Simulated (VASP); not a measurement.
# Ca (Pm-3m) in VASP: single point with LDA

Aim: the single point of Ca with LDA.

All numbers are computed with VASP 6.6.1; they aren't measurements. Logs are shortened: lines on timing, memory, paths and dates and some standing lists are left out, and cuts for length are marked.

## 1. The structure

The structure is cubic, space group Pm-3m (No. 221). The conventional cell has a = 3.381 Å, b = 3.381 Å, c = 3.381 Å, α = 90.00°, β = 90.00°, γ = 90.00°. Ca (site symmetry m-3m) is surrounded by 6 Ca at 3.38 Å.

The cell was built by a generator and needn't be a form met in nature.

## 2. Single point, LDA

INCAR reads:

```
SYSTEM = Ca
  PREC = Accurate
  ENCUT = 520
  EDIFF = 1E-6
  ISMEAR = -1
  SIGMA = 0.13605693000000002
  LREAL = .False.
  LASPH = .True.
  NELM = 100
  ALGO = Fast
  ISIF = 2
  LWAVE = .False.
  LCHARG = .True.
  GGA = CA
  LELF = .True.
  LVHAR = .True.
  NBANDS = 11
```

KPOINTS reads:

```
Automatic mesh
0
Gamma
  10 10 10
  0 0 0
```

POSCAR reads:

```
Ca
1.0
    3.3811820848      0.0000000000      0.0000000000
    0.0000000000      3.3811820848      0.0000000000
    0.0000000000      0.0000000000      3.3811820848
Ca
1
Direct
    0.0000000000      0.0000000000      0.0000000000
```

Potentials or basis: VASP PAW LDA potentials, release 64 (Ca_sv).

The run is started by

```
> cat potpaw_LDA.64/Ca_sv/POTCAR > POTCAR
> mpirun -np 1 vasp_std > vasp.out
```

OUTCAR:

```text
SYSTEM = Ca
   PREC = Accurate
   ENCUT = 520
   EDIFF = 1E-6
   ISMEAR = -1
   LREAL = .False.
   LASPH = .True.
   NELM = 100
   ISIF = 2
   GGA = CA

 ion  position               nearest neighbor table
   1  0.000  0.000  0.000-

  LATTYP: Found a simple cubic cell.
 ALAT       =     3.3811820848

  Lattice vectors:

 A1 = (   3.3811820848,   0.0000000000,   0.0000000000)
 A2 = (   0.0000000000,   3.3811820848,   0.0000000000)
 A3 = (   0.0000000000,   0.0000000000,   3.3811820848)

Analysis of symmetry for initial positions (statically):
=====================================================================
 Subroutine PRICEL returns:
 Original cell was already a primitive cell.

 Routine SETGRP: Setting up the symmetry group for a
 simple cubic supercell.

 Subroutine GETGRP returns: Found 48 space group operations
 (whereof 48 operations were pure point group operations)
 out of a pool of 48 trial point group operations.

The static configuration has the point symmetry O_h .

Analysis of symmetry for dynamics (positions and initial velocities):
=====================================================================
 Subroutine PRICEL returns:
 Original cell was already a primitive cell.

 Routine SETGRP: Setting up the symmetry group for a
 simple cubic supercell.

 Subroutine GETGRP returns: Found 48 space group operations
 (whereof 48 operations were pure point group operations)
 out of a pool of 48 trial point group operations.

The dynamic configuration has the point symmetry O_h .

 Subroutine INISYM returns: Found 48 space group operations
 (whereof 48 operations are pure point group operations),
 and found     1 'primitive' translations

----------------------------------------------------------------------------------------

                                     Primitive cell

  volume of cell :      38.6550

  direct lattice vectors                    reciprocal lattice vectors
     3.381182085  0.000000000  0.000000000     0.295754554  0.000000000  0.000000000
     0.000000000  3.381182085  0.000000000     0.000000000  0.295754554  0.000000000
     0.000000000  0.000000000  3.381182085     0.000000000  0.000000000  0.295754554

  length of vectors
     3.381182085  3.381182085  3.381182085     0.295754554  0.295754554  0.295754554

  position of ions in fractional coordinates (direct lattice)
     0.000000000  0.000000000  0.000000000

  ion indices of the primitive-cell ions
   primitive index   ion index
                 1           1
[... 74 lines left out ...]
   EDIFFG = 0.1E-04   stopping-criterion for IOM
   NSW    =      0    number of steps for IOM
   IBRION =     -1    ionic relax: 0-MD 1-quasi-New 2-CG
   NFREE  =      0    steps in history (QN), initial steepest desc. (CG)
   ISIF   =      2    stress and relaxation
   ISYM   =      2    0-nonsym 1-usesym 2-fastsym
   POTIM  = 0.5000    time-step for ionic-motion
   TEBEG  =    0.0;   TEEND  =   0.0 temperature during run
   PSTRESS=    0.0 pullay stress
   NELECT =      10.0000    total number of electrons
   NUPDOWN=      -1.0000    fix difference up-down
   EMIN   =  10.00;   EMAX   =-10.00  energy-range for DOS
   EFERMI =   0.00;   METHOD = LEGACY
   ISMEAR =    -1;   SIGMA  =   0.14  broadening in eV -4-tet -1-fermi 0-gaus
   EFERMI_NEDOS =   21; number of points for ismear=-14 and -15
   IALGO  =     68    algorithm
   IMIX   =      4    mixing-type and parameters
     AMIX     =   0.40;   BMIX     =  1.00
     AMIX_MAG =   1.60;   BMIX_MAG =  1.00
  volume/ion in A,a.u.               =      38.65       260.86
  Fermi-wavevector in a.u.,A,eV,Ry     =   1.043133  1.971235 14.804854  1.088126
  Thomas-Fermi vector in A             =   2.177829
   LORBIT       =      0    0 simple, 1 ext, 2 COOP (PROOUT), +10 PAW based schemes
   GGA     = CA    functional components
   LHFCALC =     F    Hartree Fock is set to
   AEXX    =    0.0000 exact exchange contribution
   IVDW    =     0    specifies the selected vdW correction
   LEPSILON=     F    determine dielectric tensor
   LRPA    =     F    only Hartree local field effects (RPA)
 non-spin polarized calculation
 RMM-DIIS sequential band-by-band and
  energy-cutoff  :      520.00
  volume of cell :       38.65
 maximum number of plane-waves:      1064
 NGX is ok and might be reduce to    28
   NGX = 13   NGY = 13   NGZ = 13

 number of electron      10.0000002 magnetization

 Free energy of the ion-electron system (eV)
  ---------------------------------------------------
  ext. energy  EPLUGINS =         0.00000000
  ---------------------------------------------------
  free energy    TOTEN  =        -1.85646843 eV

  energy without entropy =       -1.79974958  energy(sigma->0) =       -1.82810900

 E-fermi :   2.0220     XC(G=0):  -8.2287

 val. band max:        2.0049009450   @ k =   0.4000   0.4000   0.3000
 cond. band min:       2.1049496534   @ k =   0.5000   0.4000   0.3000
 fundamental gap:      0.1000487084
 Fermi energy:         2.0219655888

 k-point     1 :       0.0000    0.0000    0.0000
  band No.  band energies     occupation
      1     -39.4946      2.00000
      2     -20.6379      2.00000
      3     -20.6379      2.00000
      4     -20.6379      2.00000
      5      -1.9705      2.00000
      6       2.7199      0.01177
      7       2.7199      0.01177
      8       6.4139      0.00000
      9       6.4139      0.00000
     10       6.4139      0.00000
     11      11.3667      0.00000
[... 309 lines left out ...]
 k-point    24 :       0.3000    0.1000    0.1000
  band No.  band energies     occupation
      1     -39.4685      2.00000
      2     -20.8404      2.00000
      3     -20.6486      2.00000
      4     -20.6458      2.00000
      5      -0.3935      2.00000
      6       2.9235      0.00265
      7       3.2065      0.00033
      8       5.1811      0.00000
      9       5.2816      0.00000
     10       6.1811      0.00000
     11       8.4510      0.00000

 [... further k-points ...]
[... 5 lines left out ...]
  --------------------------------------------------------------------------------------
  -------------------------------------------------------------------------------------
  Total       -0.0232878     -0.0232878     -0.0232878     -0.0000000     -0.0000000      0.0000000
  in kB       -0.9652348     -0.9652348     -0.9652348     -0.0000000     -0.0000000      0.0000000
  external PRESSURE =      -0.9652348 kB  Pullay stress =       0.0000000 kB

 VOLUME and BASIS-vectors are now :
 -----------------------------------------------------------------------------
  energy-cutoff  :      520.00
  volume of cell :       38.65
      direct lattice vectors                 reciprocal lattice vectors
     3.381182085  0.000000000  0.000000000     0.295754554  0.000000000  0.000000000
     0.000000000  3.381182085  0.000000000     0.000000000  0.295754554  0.000000000
     0.000000000  0.000000000  3.381182085     0.000000000  0.000000000  0.295754554

 POSITION                                       TOTAL-FORCE (eV/Angst)
 -----------------------------------------------------------------------------------
      0.00000      0.00000      0.00000         0.000000      0.000000      0.000000
 -----------------------------------------------------------------------------------
    total drift:                               -0.000000     -0.000000     -0.000000

  FREE ENERGIE OF THE ION-ELECTRON SYSTEM (eV)
  ---------------------------------------------------
  free  energy   TOTEN  =        -1.8564684298 eV

  energy  without entropy=       -1.7997495771  energy(sigma->0) =       -1.82810900
```

stdout:

```text
POSCAR found type information on POSCAR Ca
 POSCAR found :  1 types and       1 ions
 scaLAPACK will be used
 LDA part: xc-table for (Slater(with rela. corr.)+CA(PZ))
 , standard interpolation
 POSCAR, INCAR and KPOINTS ok, starting setup
 FFT: planning ... GRIDC
 FFT: planning ... GRID_SOFT
 FFT: planning ... GRID
 WAVECAR not read
 entering main loop
WARNING in EDDRMM: call to ZHEGV failed, returncode =   6  3      5
```

It took 21 s on 1 thread of Intel Xeon Platinum 8259CL at 2.50GHz (Skylake/Cascade Lake), shared host; peak memory 0.15 GiB.

Results:

```yaml
Free_energy: -1.8565 eV
Pressure: -0.1 GPa
Band_gap_on_the_k_mesh: none (metal or under the smearing width)
```
